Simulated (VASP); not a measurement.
# PtS2 (P-3m1) in VASP: notebook, part 5 of 9

VASP 6.6.1. The steps go on from the part before.

### 45 Equation of state, r2SCAN, 17.71 Å³/atom

Input file INCAR:

```
PREC     = Accurate       # precision mode
ENCUT    = 400            # plane-wave cutoff, eV
EDIFF    = 1E-7           # SCF threshold, eV
ISMEAR   = 0              # smearing method
SIGMA    = 0.05           # smearing width, eV
LREAL    = F              # projectors in reciprocal space
LASPH    = T              # aspherical terms in the spheres
NELM     = 100            # most SCF steps
ALGO     = Normal         # electronic algorithm
ISIF     = 2              # what is computed and relaxed
LWAVE    = F              # write WAVECAR
LCHARG   = F              # write CHGCAR
METAGGA  = R2SCAN         # meta-GGA
LMIXTAU  = T            
ADDGRID  = F
```

Input file KPOINTS:

```
Automatic mesh
0
Gamma
  4 4 2
```

Input file POSCAR:

```
PtS2
1.0
    3.5074076539      0.0000000000      0.0000000000
   -1.7537038269      3.0375041297      0.0000000000
    0.0000000000      0.0000000000      4.9878995503
Pt S
1 2
Direct
    0.0000000000      0.0000000000      0.0000000000
    0.6666666667      0.3333333333      0.7730000000
    0.3333333333      0.6666666667      0.2270000000
```

Potentials or basis: VASP PAW PBE potentials, release 64 (Pt, S).

Launch:

```bash
$ cat potpaw_PBE.64/Pt/POTCAR potpaw_PBE.64/S/POTCAR > POTCAR
$ mpirun -np 1 vasp_std > vasp.out
```

It took 17 s on 1 thread of Intel Xeon Platinum 8559C (Emerald Rapids), shared host; peak memory 0.16 GiB.

The run converged, but some of its settings lie outside the range that counts as converged, so its numbers aren't taken as properties of the crystal.

What came out:

```yaml
Free_energy: -68.6321 eV
Pressure: 14.9 GPa
Largest_force: 1.809 eV/Å
Band_gap_on_the_k_mesh: 1.37 eV, indirect (least direct gap 2.00 eV)
```

Caveat: the k mesh is coarse (spacing up to 0.63 Å⁻¹), so the values aren't converged; the PAW data sets were made with another functional, which shifts forces and pressure a little; spin-orbit coupling is left out, which moves the levels of the heavy elements.

### 46 Equation of state, r2SCAN, 18.81 Å³/atom

INCAR is that of step 45.

KPOINTS is that of step 45.

Input file POSCAR:

```
PtS2
1.0
    3.5782834698      0.0000000000      0.0000000000
   -1.7891417349      3.0988843868      0.0000000000
    0.0000000000      0.0000000000      5.0886923537
Pt S
1 2
Direct
    0.0000000000      0.0000000000      0.0000000000
    0.6666666667      0.3333333333      0.7730000000
    0.3333333333      0.6666666667      0.2270000000
```

Launch:

```bash
$ cat potpaw_PBE.64/Pt/POTCAR potpaw_PBE.64/S/POTCAR > POTCAR
$ mpirun -np 1 vasp_std > vasp.out
```

It took 22 s on 1 thread of Intel Xeon Platinum 8559C (Emerald Rapids), shared host; peak memory 0.16 GiB.

These settings aren't checked as converged: the numbers below hold their error.

Results:

```yaml
Free_energy: -68.8237 eV
Pressure: 4.2 GPa
Largest_force: 0.848 eV/Å
Band_gap_on_the_k_mesh: 1.26 eV, indirect (least direct gap 1.93 eV)
```

Caveat: the k mesh is coarse (spacing up to 0.62 Å⁻¹), so the values aren't converged; the PAW data sets were made with another functional, which shifts forces and pressure a little; spin-orbit coupling is left out, which moves the levels of the heavy elements.

### 47 Equation of state, r2SCAN, 17.71 Å³/atom

INCAR: that of step 46 with these lines changed.

```diff
@@ -4,3 +4,3 @@
 ISMEAR   = 0              # smearing method
-SIGMA    = 0.05           # smearing width, eV
+SIGMA    = 0.5            # smearing width, eV
 LREAL    = F              # projectors in reciprocal space
```

KPOINTS is that of step 46.

Input file POSCAR:

```
PtS2
1.0
    3.5074076539      0.0000000000      0.0000000000
   -1.7537038269      3.0375041297      0.0000000000
    0.0000000000      0.0000000000      4.9878995503
Pt S
1 2
Direct
    0.0000000000      0.0000000000      0.0000000000
    0.6666666667      0.3333333333      0.7730000000
    0.3333333333      0.6666666667      0.2270000000
```

Launch:

```bash
$ cat potpaw_PBE.64/Pt/POTCAR potpaw_PBE.64/S/POTCAR > POTCAR
$ mpirun -np 1 vasp_std > vasp.out
```

It took 21 s on 1 thread of Intel Xeon Platinum 8559C (Emerald Rapids), shared host; peak memory 0.15 GiB.

The run converged, but some of its settings lie outside the range that counts as converged, so its numbers aren't taken as properties of the crystal.

Results:

```yaml
Free_energy: -68.6333 eV
Pressure: 14.9 GPa
Largest_force: 1.820 eV/Å
Band_gap_on_the_k_mesh: 1.37 eV, indirect (least direct gap 2.00 eV)
```

Caveat: the k mesh is coarse (spacing up to 0.63 Å⁻¹), so the values aren't converged; the PAW data sets were made with another functional, which shifts forces and pressure a little; spin-orbit coupling is left out, which moves the levels of the heavy elements.

### 48 Equation of state, r2SCAN, 18.81 Å³/atom

INCAR is that of step 47.

KPOINTS is that of step 47.

Input file POSCAR:

```
PtS2
1.0
    3.5782834698      0.0000000000      0.0000000000
   -1.7891417349      3.0988843868      0.0000000000
    0.0000000000      0.0000000000      5.0886923537
Pt S
1 2
Direct
    0.0000000000      0.0000000000      0.0000000000
    0.6666666667      0.3333333333      0.7730000000
    0.3333333333      0.6666666667      0.2270000000
```

Potentials or basis: VASP PAW PBE potentials, release 64 (Pt, S).

Launch:

```bash
$ cat potpaw_PBE.64/Pt/POTCAR potpaw_PBE.64/S/POTCAR > POTCAR
$ mpirun -np 1 vasp_std > vasp.out
```

Run time: 21 s. Hardware: 1 thread of Intel Xeon Platinum 8559C (Emerald Rapids), shared host; peak memory 0.15 GiB.

The run converged, but some of its settings lie outside the range that counts as converged, so its numbers aren't taken as properties of the crystal.

What came out:

* Free energy: -68.8255 eV
* Pressure: 4.2 GPa
* Largest force: 0.862 eV/Å
* Band gap on the k mesh: 1.27 eV, indirect (least direct gap 1.93 eV)

Caveat: the k mesh is coarse (spacing up to 0.62 Å⁻¹), so the values aren't converged; the PAW data sets were made with another functional, which shifts forces and pressure a little; spin-orbit coupling is left out, which moves the levels of the heavy elements.

### 49 Equation of state, r2SCAN, 17.71 Å³/atom

INCAR: that of step 48 with these lines changed.

```diff
@@ -4,3 +4,3 @@
 ISMEAR   = 0              # smearing method
-SIGMA    = 0.5            # smearing width, eV
+SIGMA    = 0.2            # smearing width, eV
 LREAL    = F              # projectors in reciprocal space
```

KPOINTS is that of step 48.

Input file POSCAR:

```
PtS2
1.0
    3.5074076539      0.0000000000      0.0000000000
   -1.7537038269      3.0375041297      0.0000000000
    0.0000000000      0.0000000000      4.9878995503
Pt S
1 2
Direct
    0.0000000000      0.0000000000      0.0000000000
    0.6666666667      0.3333333333      0.7730000000
    0.3333333333      0.6666666667      0.2270000000
```

Launch:

```bash
$ cat potpaw_PBE.64/Pt/POTCAR potpaw_PBE.64/S/POTCAR > POTCAR
$ mpirun -np 1 vasp_std > vasp.out
```

It took 17 s on 1 thread of Intel Xeon Platinum 8559C (Emerald Rapids), shared host; peak memory 0.15 GiB.

These settings aren't checked as converged: the numbers below hold their error.

What came out:

- Free energy: -68.6321 eV
- Pressure: 14.9 GPa
- Largest force: 1.809 eV/Å
- Band gap on the k mesh: 1.37 eV, indirect (least direct gap 2.00 eV)

Caveat: the k mesh is coarse (spacing up to 0.63 Å⁻¹), so the values aren't converged; the PAW data sets were made with another functional, which shifts forces and pressure a little; spin-orbit coupling is left out, which moves the levels of the heavy elements.

### 50 Equation of state, r2SCAN, 18.81 Å³/atom

INCAR is that of step 49.

KPOINTS is that of step 49.

Input file POSCAR:

```
PtS2
1.0
    3.5782834698      0.0000000000      0.0000000000
   -1.7891417349      3.0988843868      0.0000000000
    0.0000000000      0.0000000000      5.0886923537
Pt S
1 2
Direct
    0.0000000000      0.0000000000      0.0000000000
    0.6666666667      0.3333333333      0.7730000000
    0.3333333333      0.6666666667      0.2270000000
```

Launch:

```bash
$ cat potpaw_PBE.64/Pt/POTCAR potpaw_PBE.64/S/POTCAR > POTCAR
$ mpirun -np 1 vasp_std > vasp.out
```

It took 23 s on 1 thread of Intel Xeon Platinum 8559C (Emerald Rapids), shared host; peak memory 0.16 GiB.

The run converged, but some of its settings lie outside the range that counts as converged, so its numbers aren't taken as properties of the crystal.

Results:

* Free energy: -68.8237 eV
* Pressure: 4.2 GPa
* Largest force: 0.848 eV/Å
* Band gap on the k mesh: 1.26 eV, indirect (least direct gap 1.93 eV)

Caveat: the k mesh is coarse (spacing up to 0.62 Å⁻¹), so the values aren't converged; the PAW data sets were made with another functional, which shifts forces and pressure a little; spin-orbit coupling is left out, which moves the levels of the heavy elements.

### 51 Equation of state, r2SCAN, 17.71 Å³/atom

INCAR: that of step 50 with these lines changed.

```diff
@@ -4,3 +4,3 @@
 ISMEAR   = 0              # smearing method
-SIGMA    = 0.2            # smearing width, eV
+SIGMA    = 0.1            # smearing width, eV
 LREAL    = F              # projectors in reciprocal space
```

KPOINTS is that of step 50.

Input file POSCAR:

```
PtS2
1.0
    3.5074076539      0.0000000000      0.0000000000
   -1.7537038269      3.0375041297      0.0000000000
    0.0000000000      0.0000000000      4.9878995503
Pt S
1 2
Direct
    0.0000000000      0.0000000000      0.0000000000
    0.6666666667      0.3333333333      0.7730000000
    0.3333333333      0.6666666667      0.2270000000
```

Potentials or basis: VASP PAW PBE potentials, release 64 (Pt, S).

Launch:

```bash
$ cat potpaw_PBE.64/Pt/POTCAR potpaw_PBE.64/S/POTCAR > POTCAR
$ mpirun -np 1 vasp_std > vasp.out
```

It took 18 s on 1 thread of Intel Xeon Platinum 8559C (Emerald Rapids), shared host; peak memory 0.16 GiB.

These settings aren't checked as converged: the numbers below hold their error.

What came out:

| Property | Result |
| --- | --- |
| Free energy | -68.6321 eV |
| Pressure | 14.9 GPa |
| Largest force | 1.809 eV/Å |
| Band gap on the k mesh | 1.37 eV, indirect (least direct gap 2.00 eV) |

Caveat: the k mesh is coarse (spacing up to 0.63 Å⁻¹), so the values aren't converged; the PAW data sets were made with another functional, which shifts forces and pressure a little; spin-orbit coupling is left out, which moves the levels of the heavy elements.

### 52 Equation of state, r2SCAN, 18.81 Å³/atom

INCAR is that of step 51.

KPOINTS is that of step 51.

Input file POSCAR:

```
PtS2
1.0
    3.5782834698      0.0000000000      0.0000000000
   -1.7891417349      3.0988843868      0.0000000000
    0.0000000000      0.0000000000      5.0886923537
Pt S
1 2
Direct
    0.0000000000      0.0000000000      0.0000000000
    0.6666666667      0.3333333333      0.7730000000
    0.3333333333      0.6666666667      0.2270000000
```

Launch:

```bash
$ cat potpaw_PBE.64/Pt/POTCAR potpaw_PBE.64/S/POTCAR > POTCAR
$ mpirun -np 1 vasp_std > vasp.out
```

Run time: 22 s. Hardware: 1 thread of Intel Xeon Platinum 8559C (Emerald Rapids), shared host; peak memory 0.15 GiB.

The run converged, but some of its settings lie outside the range that counts as converged, so its numbers aren't taken as properties of the crystal.

Results:

```yaml
Free_energy: -68.8237 eV
Pressure: 4.2 GPa
Largest_force: 0.848 eV/Å
Band_gap_on_the_k_mesh: 1.26 eV, indirect (least direct gap 1.93 eV)
```

Caveat: the k mesh is coarse (spacing up to 0.62 Å⁻¹), so the values aren't converged; the PAW data sets were made with another functional, which shifts forces and pressure a little; spin-orbit coupling is left out, which moves the levels of the heavy elements.

### 53 Equation of state, r2SCAN, 17.71 Å³/atom

INCAR: that of step 52 with these lines changed.

```diff
@@ -4,3 +4,3 @@
 ISMEAR   = 0              # smearing method
-SIGMA    = 0.1            # smearing width, eV
+SIGMA    = 0.01           # smearing width, eV
 LREAL    = F              # projectors in reciprocal space
```

KPOINTS is that of step 52.

Input file POSCAR:

```
PtS2
1.0
    3.5074076539      0.0000000000      0.0000000000
   -1.7537038269      3.0375041297      0.0000000000
    0.0000000000      0.0000000000      4.9878995503
Pt S
1 2
Direct
    0.0000000000      0.0000000000      0.0000000000
    0.6666666667      0.3333333333      0.7730000000
    0.3333333333      0.6666666667      0.2270000000
```

Launch:

```bash
$ cat potpaw_PBE.64/Pt/POTCAR potpaw_PBE.64/S/POTCAR > POTCAR
$ mpirun -np 1 vasp_std > vasp.out
```

Wall time 17 s (1 thread of Intel Xeon Platinum 8559C (Emerald Rapids), shared host); peak memory 0.15 GiB.

The run converged, but some of its settings lie outside the range that counts as converged, so its numbers aren't taken as properties of the crystal.

What came out:

| Item | Value |
| --- | --- |
| Free energy | -68.6321 eV |
| Pressure | 14.9 GPa |
| Largest force | 1.809 eV/Å |
| Band gap on the k mesh | 1.37 eV, indirect (least direct gap 2.00 eV) |

Caveat: the k mesh is coarse (spacing up to 0.63 Å⁻¹), so the values aren't converged; the PAW data sets were made with another functional, which shifts forces and pressure a little; spin-orbit coupling is left out, which moves the levels of the heavy elements.

### 54 Equation of state, r2SCAN, 18.81 Å³/atom

INCAR is that of step 53.

KPOINTS is that of step 53.

Input file POSCAR:

```
PtS2
1.0
    3.5782834698      0.0000000000      0.0000000000
   -1.7891417349      3.0988843868      0.0000000000
    0.0000000000      0.0000000000      5.0886923537
Pt S
1 2
Direct
    0.0000000000      0.0000000000      0.0000000000
    0.6666666667      0.3333333333      0.7730000000
    0.3333333333      0.6666666667      0.2270000000
```

Potentials or basis: VASP PAW PBE potentials, release 64 (Pt, S).

Launch:

```bash
$ cat potpaw_PBE.64/Pt/POTCAR potpaw_PBE.64/S/POTCAR > POTCAR
$ mpirun -np 1 vasp_std > vasp.out
```

It took 22 s on 1 thread of Intel Xeon Platinum 8559C (Emerald Rapids), shared host; peak memory 0.16 GiB.

The run converged, but some of its settings lie outside the range that counts as converged, so its numbers aren't taken as properties of the crystal.

Results:

```yaml
Free_energy: -68.8237 eV
Pressure: 4.2 GPa
Largest_force: 0.848 eV/Å
Band_gap_on_the_k_mesh: 1.26 eV, indirect (least direct gap 1.93 eV)
```

Caveat: the k mesh is coarse (spacing up to 0.62 Å⁻¹), so the values aren't converged; the PAW data sets were made with another functional, which shifts forces and pressure a little; spin-orbit coupling is left out, which moves the levels of the heavy elements.

### 55 Equation of state, r2SCAN, 17.71 Å³/atom

INCAR: that of step 54 with these lines changed.

```diff
@@ -1,2 +1,2 @@
-PREC     = Accurate       # precision mode
+PREC     = Low            # precision mode
 ENCUT    = 400            # plane-wave cutoff, eV
@@ -4,3 +4,3 @@
 ISMEAR   = 0              # smearing method
-SIGMA    = 0.01           # smearing width, eV
+SIGMA    = 0.05           # smearing width, eV
 LREAL    = F              # projectors in reciprocal space
```

KPOINTS is that of step 54.

Input file POSCAR:

```
PtS2
1.0
    3.5074076539      0.0000000000      0.0000000000
   -1.7537038269      3.0375041297      0.0000000000
    0.0000000000      0.0000000000      4.9878995503
Pt S
1 2
Direct
    0.0000000000      0.0000000000      0.0000000000
    0.6666666667      0.3333333333      0.7730000000
    0.3333333333      0.6666666667      0.2270000000
```

Launch:

```bash
$ cat potpaw_PBE.64/Pt/POTCAR potpaw_PBE.64/S/POTCAR > POTCAR
$ mpirun -np 1 vasp_std > vasp.out
```

It took 16 s on 1 thread of Intel Xeon Platinum 8559C (Emerald Rapids), shared host; peak memory 0.11 GiB.

These settings aren't checked as converged: the numbers below hold their error.

What came out:

```
Free energy            : -68.6348 eV
Pressure               : 14.9 GPa
Largest force          : 1.784 eV/Å
Band gap on the k mesh : 1.37 eV, indirect (least direct gap 2.00 eV)
```

Caveat: the k mesh is coarse (spacing up to 0.63 Å⁻¹), so the values aren't converged; the PAW data sets were made with another functional, which shifts forces and pressure a little; spin-orbit coupling is left out, which moves the levels of the heavy elements.

### 56 Equation of state, r2SCAN, 18.81 Å³/atom

INCAR is that of step 55.

KPOINTS is that of step 55.

Input file POSCAR:

```
PtS2
1.0
    3.5782834698      0.0000000000      0.0000000000
   -1.7891417349      3.0988843868      0.0000000000
    0.0000000000      0.0000000000      5.0886923537
Pt S
1 2
Direct
    0.0000000000      0.0000000000      0.0000000000
    0.6666666667      0.3333333333      0.7730000000
    0.3333333333      0.6666666667      0.2270000000
```

Launch:

```bash
$ cat potpaw_PBE.64/Pt/POTCAR potpaw_PBE.64/S/POTCAR > POTCAR
$ mpirun -np 1 vasp_std > vasp.out
```

Run time: 18 s. Hardware: 1 thread of Intel Xeon Platinum 8559C (Emerald Rapids), shared host; peak memory 0.11 GiB.

The run converged, but some of its settings lie outside the range that counts as converged, so its numbers aren't taken as properties of the crystal.

What came out:

- Free energy: -68.8230 eV
- Pressure: 4.2 GPa
- Largest force: 0.846 eV/Å
- Band gap on the k mesh: 1.27 eV, indirect (least direct gap 1.93 eV)

Caveat: the k mesh is coarse (spacing up to 0.62 Å⁻¹), so the values aren't converged; the PAW data sets were made with another functional, which shifts forces and pressure a little; spin-orbit coupling is left out, which moves the levels of the heavy elements.

### 57 Equation of state, r2SCAN, 17.71 Å³/atom

INCAR: that of step 56 with these lines changed.

```diff
@@ -1,2 +1,2 @@
-PREC     = Low            # precision mode
+PREC     = Normal         # precision mode
 ENCUT    = 400            # plane-wave cutoff, eV
```

KPOINTS is that of step 56.

Input file POSCAR:

```
PtS2
1.0
    3.5074076539      0.0000000000      0.0000000000
   -1.7537038269      3.0375041297      0.0000000000
    0.0000000000      0.0000000000      4.9878995503
Pt S
1 2
Direct
    0.0000000000      0.0000000000      0.0000000000
    0.6666666667      0.3333333333      0.7730000000
    0.3333333333      0.6666666667      0.2270000000
```

Potentials or basis: VASP PAW PBE potentials, release 64 (Pt, S).

Launch:

```bash
$ cat potpaw_PBE.64/Pt/POTCAR potpaw_PBE.64/S/POTCAR > POTCAR
$ mpirun -np 1 vasp_std > vasp.out
```

Wall time 18 s (1 thread of Intel Xeon Platinum 8559C (Emerald Rapids), shared host); peak memory 0.12 GiB.

The run converged, but some of its settings lie outside the range that counts as converged, so its numbers aren't taken as properties of the crystal.

What came out:

- Free energy: -68.6321 eV
- Pressure: 14.9 GPa
- Largest force: 1.809 eV/Å
- Band gap on the k mesh: 1.37 eV, indirect (least direct gap 2.00 eV)

Caveat: the k mesh is coarse (spacing up to 0.63 Å⁻¹), so the values aren't converged; the PAW data sets were made with another functional, which shifts forces and pressure a little; spin-orbit coupling is left out, which moves the levels of the heavy elements.

### 58 Equation of state, r2SCAN, 18.81 Å³/atom

INCAR is that of step 57.

KPOINTS is that of step 57.

Input file POSCAR:

```
PtS2
1.0
    3.5782834698      0.0000000000      0.0000000000
   -1.7891417349      3.0988843868      0.0000000000
    0.0000000000      0.0000000000      5.0886923537
Pt S
1 2
Direct
    0.0000000000      0.0000000000      0.0000000000
    0.6666666667      0.3333333333      0.7730000000
    0.3333333333      0.6666666667      0.2270000000
```

Launch:

```bash
$ cat potpaw_PBE.64/Pt/POTCAR potpaw_PBE.64/S/POTCAR > POTCAR
$ mpirun -np 1 vasp_std > vasp.out
```

Wall time 19 s (1 thread of Intel Xeon Platinum 8559C (Emerald Rapids), shared host); peak memory 0.13 GiB.

These settings aren't checked as converged: the numbers below hold their error.

Results:

```
Free energy            : -68.8236 eV
Pressure               : 4.2 GPa
Largest force          : 0.848 eV/Å
Band gap on the k mesh : 1.26 eV, indirect (least direct gap 1.93 eV)
```

Caveat: the k mesh is coarse (spacing up to 0.62 Å⁻¹), so the values aren't converged; the PAW data sets were made with another functional, which shifts forces and pressure a little; spin-orbit coupling is left out, which moves the levels of the heavy elements.

### 59 Equation of state, r2SCAN, 17.71 Å³/atom

INCAR: that of step 58 with these lines changed.

```diff
@@ -1,2 +1,2 @@
-PREC     = Normal         # precision mode
+PREC     = Accurate       # precision mode
 ENCUT    = 400            # plane-wave cutoff, eV
@@ -5,3 +5,3 @@
 SIGMA    = 0.05           # smearing width, eV
-LREAL    = F              # projectors in reciprocal space
+LREAL    = Auto         
 LASPH    = T              # aspherical terms in the spheres
```

KPOINTS is that of step 58.

Input file POSCAR:

```
PtS2
1.0
    3.5074076539      0.0000000000      0.0000000000
   -1.7537038269      3.0375041297      0.0000000000
    0.0000000000      0.0000000000      4.9878995503
Pt S
1 2
Direct
    0.0000000000      0.0000000000      0.0000000000
    0.6666666667      0.3333333333      0.7730000000
    0.3333333333      0.6666666667      0.2270000000
```

Launch:

```bash
$ cat potpaw_PBE.64/Pt/POTCAR potpaw_PBE.64/S/POTCAR > POTCAR
$ mpirun -np 1 vasp_std > vasp.out
```

It took 24 s on 1 thread of Intel Xeon Platinum 8559C (Emerald Rapids), shared host; peak memory 0.16 GiB.

These settings aren't checked as converged: the numbers below hold their error.

What came out:

* Free energy: -68.6332 eV
* Pressure: 14.9 GPa
* Largest force: 1.808 eV/Å
* Band gap on the k mesh: 1.37 eV, indirect (least direct gap 2.00 eV)

Caveat: the k mesh is coarse (spacing up to 0.63 Å⁻¹), so the values aren't converged; the PAW data sets were made with another functional, which shifts forces and pressure a little; spin-orbit coupling is left out, which moves the levels of the heavy elements.

(Continued in part 6 of 9.)
